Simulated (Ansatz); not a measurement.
Crystal: Ge.

```xyz
2
Lattice="1.4881 -2.5947 0.0000 1.4881 2.5947 0.0000 0.0000 0.0000 4.7276" Properties=species:S:1:pos:R:3 pbc="T T T"
Ge    1.4881    0.8643    1.1819
Ge    1.4881   -0.8643    3.5457
```

This isn't the form of Ge at room conditions, which is diamond.

* Program: Ansatz 0.2.0
* Task: relaxation of cell and atoms
* Functional: revPBE
* Dispersion: D3(BJ)
* Potentials or basis: all-electron LAPW, scalar-relativistic
* Basis error allowed: 0.001 eV/atom
* k mesh: 10 × 10 × 6
* Occupations: fermi-dirac, width 0.05 eV
* Spin: no spin polarisation

At the start: volume 18.25 Å³/atom.

How do energy, volume and symmetry change on relaxing?

Over 20 steps the energy falls by 72.3 meV/atom and the volume is 18.16 Å³/atom (-0.5 %); space group P6/mmm (No. 191, to 0.05 Å).

The path:
```tsv
step	energy change (eV)	largest force (eV/Å)	volume (Å³)
1	0.0000	0.0007	36.51
2	-0.0067	0.0063	35.93
3	-0.0071	0.0086	36.14
4	-0.0075	0.0102	36.16
5	-0.0077	0.0118	36.07
6	-0.0080	0.0107	36.00
7	-0.0127	0.0436	35.76
8	-0.0252	0.1197	35.90
9	-0.0566	0.0301	35.81
10	-0.1157	0.0256	35.99
11	-0.1310	0.0092	36.60
12	-0.1382	0.0028	36.52
13	-0.1408	0.0068	36.47
14	-0.1429	0.0093	36.33
15	-0.1432	0.0029	36.20
16	-0.1442	0.0002	36.38
17	-0.1444	0.0002	36.44
18	-0.1445	0.0001	36.31
19	-0.1445	0.0000	36.33
20	-0.1446	0.0000	36.33
```

Final structure:
```
CELL_PARAMETERS angstrom
1.41937 -2.45876 0.00000
1.41937 2.45876 0.00000
0.00000 0.00000 5.20443
ATOMIC_POSITIONS crystal
Ge 0.49997 0.50003 0.25000
Ge 0.50003 0.49997 0.75000
```

Caveat: pairwise dispersion overbinds metals, which lowers pressure and volume.
